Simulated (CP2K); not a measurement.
**WC under changes of volume**

One of the cells (10.542 Å³/atom); the others are scaled copies at fixed shape and fractional positions:

```
W C
1.0
     3.10092    0.00000    0.00000
     1.55046    2.68548    0.00000
     1.55046    0.89516    2.53189
W C
1 1
Direct
  0.00000 0.00000 0.00000
  0.50000 0.50000 0.50000
```

Measurements of this composition are mostly on another form, of space group No. 187.

```yaml
Program: CP2K 2026.2
Functional: PBEsol
Potentials_or_basis: POTENTIAL_UZH W GTH-PBE-q14, C GTH-PBE-q4; TZVP-MOLOPT-PBE-GTH basis
Density_cutoff: 6123 eV
k_mesh: 10 × 10 × 10
Occupations: fermi-dirac, width 0.05 eV
Spin: no spin polarisation
```

| volume (Å³/atom) | energy over the lowest point (meV/atom) | pressure (GPa) |
| --- | --- | --- |
| 9.910 | 10.25 | 12.4 |
| 10.120 | 0.00 | 3.5 |
| 10.331 | 0.85 | -4.5 |
| 10.542 | ? | ? |
| 10.753 | 31.25 | -18.0 |
| 10.964 | 58.89 | -23.8 |
| 11.175 | 93.64 | -28.9 |

Q: What does the run at 10.542 Å³/atom give?

A: Energy over the lowest point 11.60 meV/atom; pressure -11.6 GPa.

Worked out: A Birch-Murnaghan fit of order 3 (a polynomial in V^(-2/3)) to the other rows has its minimum at 10.21 Å³/atom with B0 = V·E''(V) = 390 GPa and B' = 4.4. It gives 11.60 meV/atom at 10.542 Å³/atom, against the run's 11.60, and -dE/dV = -11.7 GPa, against -11.6.

Energies are extrapolated to zero smearing.

Caveats: the potentials were made for another functional, which shifts forces and pressure; the basis of atomic orbitals isn't converged, which shifts pressures, moduli and gaps.
